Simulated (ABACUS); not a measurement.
Ir: equation of state with PBE

Ir:

```
Ir
1.0
     0.00000    1.91560    1.91560
     1.91560    0.00000    1.91560
     1.91560    1.91560    0.00000
Ir
1
Direct
  0.00000 0.00000 0.00000
```

* Program: ABACUS 3.10.1
* Task: equation of state
* Functional: PBE
* Potentials or basis: PseudoDojo NC SR 0.5 PBE stringent
* Cutoff: 1361 eV
* Density cutoff: 5442 eV
* Basis: DZP LCAO (the cutoffs set its grid)
* k mesh: 11 × 11 × 11
* Occupations: fermi-dirac, width 0.05 eV
* Spin: no spin polarisation
* Orbital files: Ir Ir_confined-atom_7au_3s2p2d1f.orb
* Radial cutoff of the potentials (pseudo_rcut): 10 bohr
* SCF threshold on the density: 1e-07
* Max SCF steps: 100
* Eigensolver: genelpa
* Mixing: broyden
* Mixing share: 0.7
* Symmetry key: 1

```json
{
  "Equilibrium volume": "14.57 Å³/atom",
  "Bulk modulus": "346 GPa",
  "Pressure derivative of the bulk modulus": "5.0 (rough: it moves with the points fitted)"
}
```

Energy against volume, from the lowest point:
| volume (Å³/atom) | energy (meV/atom) |
| --- | --- |
| 13.215 | 160.40 |
| 13.778 | 47.65 |
| 14.340 | 0.00 |
| 14.902 | 4.00 |

All runs of the series together: 12 s on 4 threads of Intel(R) Xeon(R) Platinum 8488C (Sapphire Rapids) (shared host).

Caveat: the atomic orbitals were generated for these runs and aren't a published set; the basis of atomic orbitals isn't converged, which shifts pressures, moduli and gaps. Zero-point motion and thermal expansion aren't in these numbers.
